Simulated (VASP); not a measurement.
# Ce (Im-3m) in VASP: further runs

Runs on Ce. Level: PBE. Tasks: single point.

All numbers are computed with VASP 6.6.1; they aren't measurements. Logs are shortened: lines on timing, memory, paths and dates and some standing lists are left out, and cuts for length are marked.

## Step 1: The structure

It takes space group Im-3m (No. 229, cubic). Conventional cell: a = 3.887 Å, b = 3.887 Å, c = 3.887 Å, α = 90.00°, β = 90.00°, γ = 90.00°. Ce (site symmetry m-3m) has 8 Ce at 3.37 Å as nearest neighbours.

This isn't the form of Ce at room conditions, which is fcc.

## Step 2: Single point, PBE, collinear spin, ferromagnetic start

The input, INCAR:

```
PREC     = Accurate       # precision mode
ENCUT    = 450            # plane-wave cutoff, eV
EDIFF    = 1E-6           # SCF threshold, eV
ISMEAR   = 0              # smearing method
SIGMA    = 0.4            # smearing width, eV
LREAL    = F              # projectors in reciprocal space
LASPH    = T              # aspherical terms in the spheres
NELM     = 100            # most SCF steps
ALGO     = Normal         # electronic algorithm
ISIF     = 2              # what is computed and relaxed
LWAVE    = F              # write WAVECAR
LCHARG   = F              # write CHGCAR
ISPIN    = 2              # spin polarisation
MAGMOM   = 1              # initial moments
LORBIT   = 11             # projections on sites
LMAXMIX  = 6              # l up to which the mixer works
GGA      = PE             # functional
NBANDS   = 16             # bands
ADDGRID  = F
```

The input, KPOINTS:

```
regular mesh
0
Gamma
  9 9 9
```

The input, POSCAR:

```
Ce
1.0
   -1.9824590000      1.9831840000      1.9962140000
    1.9307920000     -1.9490850000      1.9104480000
    1.9370660000      1.9036920000     -1.9621150000
Ce
1
Direct
   -0.0084250000     -0.0182580000     -0.0014360000
```

Potentials or basis: VASP PAW PBE potentials, release 64 (Ce).

Launch:

```
> cat potpaw_PBE.64/Ce/POTCAR > POTCAR
> mpirun -np 1 vasp_std > vasp.out
```

OUTCAR:

```text
PREC = Accurate
   ENCUT = 450
   EDIFF = 1E-6
   ISMEAR = 0
   LREAL = F
   LASPH = T
   NELM = 100
   ISIF = 2
   ISPIN = 2
   LORBIT = 11
   GGA = PE

 Found    365 irreducible k-points:

 Following reciprocal coordinates:
            Coordinates               Weight
  0.000000  0.000000  0.000000      1.000000
  0.111111  0.000000 -0.000000      2.000000
  0.222222  0.000000  0.000000      2.000000
  0.333333  0.000000 -0.000000      2.000000
  0.444444  0.000000  0.000000      2.000000
  0.000000  0.111111  0.000000      2.000000
   k-points           NKPTS =    365   k-points in BZ     NKDIM =    365   number of bands    NBANDS=     16
   number of dos      NEDOS =    301   number of ions     NIONS =      1
   total plane-waves  NPLWV =  13824
   dimension x,y,z NGX =    24 NGY =   24 NGZ =   24
   dimension x,y,z NGXF=    48 NGYF=   48 NGZF=   48
   ions per type =               1
   NGX,Y,Z   is equivalent  to a cutoff of  11.59, 11.93, 11.91 a.u.
   NGXF,Y,Z  is equivalent  to a cutoff of  23.18, 23.87, 23.82 a.u.
 SYSTEM =  unknown system
   PREC   = accura    normal or accurate (medium, high low for compatibility)
   ISTART =      0    job   : 0-new  1-cont  2-samecut
   ICHARG =      2    charge: 1-file 2-atom 10-const
   ISPIN  =      2    spin polarized calculation?
   LNONCOLLINEAR =      F non collinear calculations
   LSORBIT =      F    spin-orbit coupling
   LASPH  =      T    aspherical Exc in radial PAW
   ENCUT  =  450.0 eV  33.07 Ry    5.75 a.u.   5.95  5.78  5.80*2*pi/ulx,y,z
   NELM   =    100;   NELMIN=  2; NELMDL= -5     # of ELM steps
   EDIFF  = 0.1E-05   stopping-criterion for ELM
   LREAL  =      F    real-space projection
   EDIFFG = 0.1E-04   stopping-criterion for IOM
   NSW    =      0    number of steps for IOM
   IBRION =     -1    ionic relax: 0-MD 1-quasi-New 2-CG
   NFREE  =      0    steps in history (QN), initial steepest desc. (CG)
   ISIF   =      2    stress and relaxation
   ISYM   =      2    0-nonsym 1-usesym 2-fastsym
   POTIM  = 0.5000    time-step for ionic-motion
   TEBEG  =    0.0;   TEEND  =   0.0 temperature during run
   PSTRESS=    0.0 pullay stress
   NELECT =      12.0000    total number of electrons
   NUPDOWN=      -1.0000    fix difference up-down
   EMIN   =  10.00;   EMAX   =-10.00  energy-range for DOS
   EFERMI =   0.00;   METHOD = LEGACY
   ISMEAR =     0;   SIGMA  =   0.40  broadening in eV -4-tet -1-fermi 0-gaus
   EFERMI_NEDOS =   21; number of points for ismear=-14 and -15
   IALGO  =     38    algorithm
   IMIX   =      4    mixing-type and parameters
     AMIX     =   0.40;   BMIX     =  1.00
     AMIX_MAG =   1.60;   BMIX_MAG =  1.00
  volume/ion in A,a.u.               =      29.35       198.10
  Fermi-wavevector in a.u.,A,eV,Ry     =   1.214998  2.296014 20.085205  1.476221
  Thomas-Fermi vector in A             =   2.350400
   LORBIT       =     11    0 simple, 1 ext, 2 COOP (PROOUT), +10 PAW based schemes
   GGA     = PE    functional components
   LHFCALC =     F    Hartree Fock is set to
   AEXX    =    0.0000 exact exchange contribution
   IVDW    =     0    specifies the selected vdW correction
   LEPSILON=     F    determine dielectric tensor
   LRPA    =     F    only Hartree local field effects (RPA)
 spin polarized calculation
 Gauss-broadening in eV      SIGMA  =   0.40
  energy-cutoff  :      450.00
  volume of cell :       29.35
 maximum number of plane-waves:       652
   NGX = 11   NGY = 11   NGZ = 11

 number of electron      11.9999999 magnetization       0.5743742

 Free energy of the ion-electron system (eV)
  ---------------------------------------------------
  ext. energy  EPLUGINS =         0.00000000
  ---------------------------------------------------
  free energy    TOTEN  =        -5.88665730 eV

  energy without entropy =       -5.50040037  energy(sigma->0) =       -5.69352884

 E-fermi :   8.2744     XC(G=0): -10.7817

 val. band max:        8.2743569873   @ k =  -0.0000  -0.1111   0.1111
 cond. band min:       8.2774335170   @ k =   0.0000   0.2222   0.3333
 fundamental gap:      0.0030765296
 Fermi energy:         8.2744334770

 spin component 1

 k-point     1 :       0.0000    0.0000    0.0000
  band No.  band energies     occupation
      1     -26.4322      1.00000
      2      -8.0696      1.00000
      3      -7.9666      1.00000
      4      -7.9454      1.00000
      5       5.1157      1.00000
      6       8.3769      0.35854
[... 8 lines left out ...]
     15      10.2572      0.00000
     16      12.6685      0.00000
[... 77 lines left out ...]
 k-point     6 :       0.0000    0.1111    0.0000
  band No.  band energies     occupation
      1     -26.3854      1.00000
      2      -8.2586      1.00000
      3      -8.1202      1.00000
      4      -8.0103      1.00000
      5       5.6121      1.00000
      6       8.2805      0.49149
[... 8 lines left out ...]
     15      10.5465      0.00000
     16      12.3040      0.00000

 [... further k-points ...]

 spin component 2

 k-point     1 :       0.0000    0.0000    0.0000
  band No.  band energies     occupation
      1     -26.2079      1.00000
      2      -7.8735      1.00000
      3      -7.7653      1.00000
      4      -7.7431      1.00000
      5       5.3153      1.00000
      6       8.6665      0.08286
[... 8 lines left out ...]
     15      10.4548      0.00000
     16      12.7899      0.00000
[... 77 lines left out ...]
 k-point     6 :       0.0000    0.1111    0.0000
  band No.  band energies     occupation
      1     -26.1610      1.00000
      2      -8.0565      1.00000
      3      -7.9230      1.00000
      4      -7.8098      1.00000
      5       5.8110      1.00000
      6       8.5604      0.15596
[... 8 lines left out ...]
     15      10.7768      0.00000
     16      12.4401      0.00000

 [... further k-points ...]

------------------------ aborting loop because EDIFF is reached ----------------------------------------

  FORCE on cell =-STRESS in cart. coord.  units (eV):
  Direction    XX          YY          ZZ          XY          YZ          ZX
  --------------------------------------------------------------------------------------
  -------------------------------------------------------------------------------------
  Total       -0.1386425     -0.0737781     -0.0119063      0.0583997     -0.0468200      0.0683200
  in kB       -7.5670799     -4.0267947     -0.6498446      3.1874441     -2.5554246      3.7288929
  external PRESSURE =      -4.0812397 kB  Pullay stress =       0.0000000 kB

 VOLUME and BASIS-vectors are now :
 -----------------------------------------------------------------------------
  energy-cutoff  :      450.00
  volume of cell :       29.35
      direct lattice vectors                 reciprocal lattice vectors
    -1.982459000  1.983184000  1.996214000     0.006384800  0.255123769  0.253830615
     1.930792000 -1.949085000  1.910448000     0.262015728  0.000784005  0.259431410
     1.937066000  1.903692000 -1.962115000     0.261612011  0.260320847  0.001187722

 POSITION                                       TOTAL-FORCE (eV/Angst)
 -----------------------------------------------------------------------------------
      1.86407      1.95394      1.89567         0.000000      0.000000      0.000000
 -----------------------------------------------------------------------------------
    total drift:                                0.000000      0.000001      0.000001

  FREE ENERGIE OF THE ION-ELECTRON SYSTEM (eV)
  ---------------------------------------------------
  free  energy   TOTEN  =        -5.8866573032 eV

  energy  without entropy=       -5.5004003741  energy(sigma->0) =       -5.69352884

 total charge

# of ion       s       p       d       f       tot
--------------------------------------------------
    1        2.080   5.585   1.143   1.004   9.812

 magnetization (x)

# of ion       s       p       d       f       tot
--------------------------------------------------
    1        0.003   0.003   0.077   0.385   0.468
```

Run time: 2.1 min. Hardware: 1 thread of Intel Xeon 6975P-C (Granite Rapids), shared host; peak memory 0.34 GiB.

The run converged, but some of its settings lie outside the range that counts as converged, so its numbers aren't taken as properties of the crystal.

What came out:

```
Free energy                                           : -5.8867 eV
Pressure                                              : -0.4 GPa
Band gap on the k mesh                                : none (metal or under the smearing width)
Net moment                                            : 0.57 μB per cell
Site moments                                          : Ce +0.47 μB
Valence electrons inside the program's atomic spheres : Ce 9.81
```

Caveat: the magnetic or orbital state may not be the lowest; spin-orbit coupling is left out, which moves the levels of the heavy elements.

## Step 3: Single point, PBE, collinear spin, ferromagnetic start

This run uses another cell than the first one, of the same volume but with other edges.

Edit INCAR of step 2 so:

```diff
@@ -4,3 +4,3 @@
 ISMEAR   = 0              # smearing method
-SIGMA    = 0.4            # smearing width, eV
+SIGMA    = 0.1            # smearing width, eV
 LREAL    = F              # projectors in reciprocal space
```

KPOINTS is that of step 2.

The input, POSCAR:

```
Ce
1.0
   -1.9432985503      1.9432985503      1.9432985503
    1.9432985503     -1.9432985503      1.9432985503
    1.9432985503      1.9432985503     -1.9432985503
Ce
1
Direct
    0.0000000000      0.0000000000      0.0000000000
```

Potentials or basis: VASP PAW PBE potentials, release 64 (Ce).

Launch:

```
> cat potpaw_PBE.64/Ce/POTCAR > POTCAR
> mpirun -np 1 vasp_std > vasp.out
```

OUTCAR:

```text
PREC = Accurate
   ENCUT = 450
   EDIFF = 1E-6
   ISMEAR = 0
   LREAL = F
   LASPH = T
   NELM = 100
   ISIF = 2
   ISPIN = 2
   LORBIT = 11
   GGA = PE

 Found     35 irreducible k-points:

 Following reciprocal coordinates:
            Coordinates               Weight
  0.000000  0.000000  0.000000      1.000000
  0.111111  0.000000  0.000000     12.000000
  0.222222  0.000000  0.000000     12.000000
  0.333333  0.000000  0.000000     12.000000
  0.444444  0.000000  0.000000     12.000000
  0.111111  0.111111  0.000000     24.000000
   k-points           NKPTS =     35   k-points in BZ     NKDIM =     35   number of bands    NBANDS=     16
   number of dos      NEDOS =    301   number of ions     NIONS =      1
   total plane-waves  NPLWV =  13824
   dimension x,y,z NGX =    24 NGY =   24 NGZ =   24
   dimension x,y,z NGXF=    48 NGYF=   48 NGZF=   48
   ions per type =               1
   NGX,Y,Z   is equivalent  to a cutoff of  11.85, 11.85, 11.85 a.u.
   NGXF,Y,Z  is equivalent  to a cutoff of  23.71, 23.71, 23.71 a.u.
 SYSTEM =  unknown system
   PREC   = accura    normal or accurate (medium, high low for compatibility)
   ISTART =      0    job   : 0-new  1-cont  2-samecut
   ICHARG =      2    charge: 1-file 2-atom 10-const
[... 185 lines left out ...]
      2      -7.8481      1.00000
      3      -7.8481      1.00000
      4      -7.8481      1.00000
      5       5.3061      1.00000
      6       8.5790      0.00000
[... 91 lines left out ...]
      3      -8.0374      1.00000
      4      -7.9227      1.00000
      5       6.5554      1.00000
      6       8.3005      0.16298
[... 8 lines left out ...]
     15      12.0570      0.00000
     16      12.1889      0.00000

 [... further k-points ...]

------------------------ aborting loop because EDIFF is reached ----------------------------------------

  FORCE on cell =-STRESS in cart. coord.  units (eV):
  Direction    XX          YY          ZZ          XY          YZ          ZX
  --------------------------------------------------------------------------------------
  -------------------------------------------------------------------------------------
  Total       -0.2771283     -0.2771283     -0.2771283      0.0000000      0.0000000      0.0000000
  in kB      -15.1256087    -15.1256087    -15.1256087      0.0000000      0.0000000      0.0000000
  external PRESSURE =     -15.1256087 kB  Pullay stress =       0.0000000 kB

 VOLUME and BASIS-vectors are now :
 -----------------------------------------------------------------------------
  energy-cutoff  :      450.00
  volume of cell :       29.35
      direct lattice vectors                 reciprocal lattice vectors
    -1.943298550  1.943298550  1.943298550     0.000000000  0.257294485  0.257294485
     1.943298550 -1.943298550  1.943298550     0.257294485  0.000000000  0.257294485
     1.943298550  1.943298550 -1.943298550     0.257294485  0.257294485  0.000000000

 POSITION                                       TOTAL-FORCE (eV/Angst)
 -----------------------------------------------------------------------------------
      0.00000      0.00000      0.00000         0.000000     -0.000000     -0.000000
 -----------------------------------------------------------------------------------
    total drift:                                0.000000      0.000000      0.000000

  FREE ENERGIE OF THE ION-ELECTRON SYSTEM (eV)
  ---------------------------------------------------
  free  energy   TOTEN  =        -5.6999302581 eV

  energy  without entropy=       -5.6729658286  energy(sigma->0) =       -5.68644804

 total charge

# of ion       s       p       d       f       tot
--------------------------------------------------
    1        2.079   5.585   1.155   0.982   9.801

 magnetization (x)

# of ion       s       p       d       f       tot
--------------------------------------------------
    1        0.002   0.002   0.071   0.457   0.532
```

OSZICAR:

```text
N       E                     dE             d eps       ncg     rms          rms(c)
DAV:   1     0.839434486244E+02    0.83943E+02   -0.43396E+03  2288   0.794E+02
DAV:   2     0.336357377653E-01   -0.83910E+02   -0.71776E+02  2792   0.146E+02
DAV:   3    -0.604092659581E+01   -0.60746E+01   -0.59443E+01  2512   0.531E+01
DAV:   4    -0.622696526078E+01   -0.18604E+00   -0.18500E+00  3968   0.710E+00
[... 18 lines left out ...]
DAV:  23    -0.569995142726E+01   -0.24273E-04   -0.10970E-05  2832   0.324E-02    0.582E-02
DAV:  24    -0.569992884218E+01    0.22585E-04   -0.94688E-06  2616   0.288E-02    0.663E-02
DAV:  25    -0.569992712894E+01    0.17132E-05   -0.50443E-07  1336   0.575E-03    0.669E-02
DAV:  26    -0.569992979440E+01   -0.26655E-05   -0.17554E-07  1128   0.463E-03    0.662E-02
DAV:  27    -0.569993025812E+01   -0.46372E-06   -0.36199E-08  1144   0.154E-03
   1 F= -.56999303E+01 E0= -.56864480E+01  d E =-.269644E-01  mag=     0.6384
```

It took 21 s on 1 thread of Intel Xeon 6975P-C (Granite Rapids), shared host; peak memory 0.17 GiB.

These settings aren't checked as converged: the numbers below hold their error.

What came out:

```
Free energy                                           : -5.6999 eV
Pressure                                              : -1.5 GPa
Band gap on the k mesh                                : none (metal or under the smearing width)
Net moment                                            : 0.63 μB per cell
Site moments                                          : Ce +0.53 μB
Valence electrons inside the program's atomic spheres : Ce 9.80
```

Caveat: the magnetic or orbital state may not be the lowest; spin-orbit coupling is left out, which moves the levels of the heavy elements.

## Step 4: Single point, PBE, collinear spin, ferromagnetic start

INCAR is that of step 3.

KPOINTS is that of step 3.

The input, POSCAR:

```
Ce
1.0
   -1.9824590000      1.9831840000      1.9962140000
    1.9307920000     -1.9490850000      1.9104480000
    1.9370660000      1.9036920000     -1.9621150000
Ce
1
Direct
   -0.0084250000     -0.0182580000     -0.0014360000
```

Launch:

```
> cat potpaw_PBE.64/Ce/POTCAR > POTCAR
> mpirun -np 1 vasp_std > vasp.out
```

Wall time 2.1 min (1 thread of Intel Xeon 6975P-C (Granite Rapids), shared host); peak memory 0.34 GiB.

The run converged, but some of its settings lie outside the range that counts as converged, so its numbers aren't taken as properties of the crystal.

What came out:

```yaml
Free_energy: -5.6986 eV
Pressure: -1.6 GPa
Band_gap_on_the_k_mesh: none (metal or under the smearing width)
Net_moment: 0.77 μB per cell
Site_moments: Ce +0.63 μB
Valence_electrons_inside_the_program's_atomic_spheres: Ce 9.80
```

Caveat: the magnetic or orbital state may not be the lowest; spin-orbit coupling is left out, which moves the levels of the heavy elements.

## Step 5: For comparison

An earlier run on the cell as given: functional PBE; potentials or basis VASP PAW PBE potentials, release 64 (Ce); cutoff 520 eV; k mesh 10 × 10 × 10; occupations fermi-dirac, width 0.05 eV; collinear spin, ferromagnetic start; starting moments [1.0] μB.

* Pressure: -0.8 GPa
* Band gap on the k mesh: none (metal or under the smearing width)
* Net moment: 1.00 μB per cell
* Site moments: Ce +0.79 μB
* Valence electrons inside the program's atomic spheres: Ce 9.81
